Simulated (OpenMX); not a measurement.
The system is MoP.

```
CELL_PARAMETERS angstrom
3.22300 0.00000 0.00000
-1.61150 2.79120 0.00000
0.00000 0.00000 3.19100
ATOMIC_POSITIONS crystal
Mo 0.00000 0.00000 0.00000
P 0.33333 0.66667 0.50000
```

Base run:

- Program: OpenMX 3.8.5
- Functional: PBE
- Potentials or basis: OpenMX 2013 PBE set, Mo7.0-s3p2d2f1, P7.0-s3p2d2f1, grid cutoff 400 Ry
- k mesh: 11 × 11 × 9
- Occupations: fermi-dirac, width 0.05 eV
- Spin: no spin polarisation

Its results: pressure 3.5 GPa; largest force 0.007 eV/Å.

The run is repeated on the same cell with these changes: functional from PBE to LDA; potentials or basis from OpenMX 2013 PBE set, Mo7.0-s3p2d2f1, P7.0-s3p2d2f1, grid cutoff 400 Ry to OpenMX 2013 LDA set, Mo7.0-s3p2d2, P7.0-s2p2d1f1, grid cutoff 400 Ry. What comes out?

Pressure -4.3 GPa; largest force 0.005 eV/Å.

Caveats: the basis of atomic orbitals isn't converged, which shifts pressures, moduli and gaps.
